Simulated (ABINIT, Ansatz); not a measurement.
Planning a run of ABINIT 10.8.3 on TePb (Fm-3m). The input:

```
acell 3*1.0 Angstrom
rprim 
  -0.000000000000 3.231000000000 3.231000000000
  3.231000000000 0.000000000000 3.231000000000
  3.231000000000 3.231000000000 0.000000000000
ntypat 2
znucl 52 82
natom 2
typat 1 2
xred 
  0.500000000000 0.500000000000 0.500000000000
  0.000000000000 0.000000000000 0.000000000000
pp_dirpath "pseudos"
pseudos "Te.upf, Pb.upf"
ecut 39
ngkpt 4 4 4
nshiftk 1
shiftk 0 0 0
kptopt 1
chksymbreak 0
istwfk *1
occopt 1
irdwfk 1
optdriver 3
nband 268
ecuteps 9.1
inclvkb 2
awtr 1
symchi 1
indata_prefix "in"
outdata_prefix "out"
tmpdata_prefix "tmp"
```

```sh
OMP_NUM_THREADS=1 mpirun -n 4 abinit run.abi > log
```

Question: How long will it take on 4 MPI ranks of Arm Neoverse V1, shared host, and how much memory?

It took 8.4 min; on shared hardware allow 4.2 min to 17 min. Peak host memory was 2.7 GiB.

[Paths, hosts, dates, memory and timing lines, banners, echoed tables and standing remarks are left out of the program output.]

[Logs are printed without paths, hosts, clocks, repeated set-up lines and the standing remarks that a program may print on its own settings, such as how far it seeks lower states.]

[Runs of the session that timed out or met a known fault of the program may be left out.]

[Hosts, paths, dates, database ids (printed as entryN), source tags and the programs' standing remarks are cut or masked in the printed files.]

[G0W0 gaps are taken among the corrected bands and points alone; a level outside them can change the order at an edge.]

[Where Ansatz stands beside ABINIT at settings called matched, ABINIT's density can come from a denser mesh and the files from another edition; pairs whose starting gaps differed by over 0.03 eV were left out, so agreement reads better than it is.]
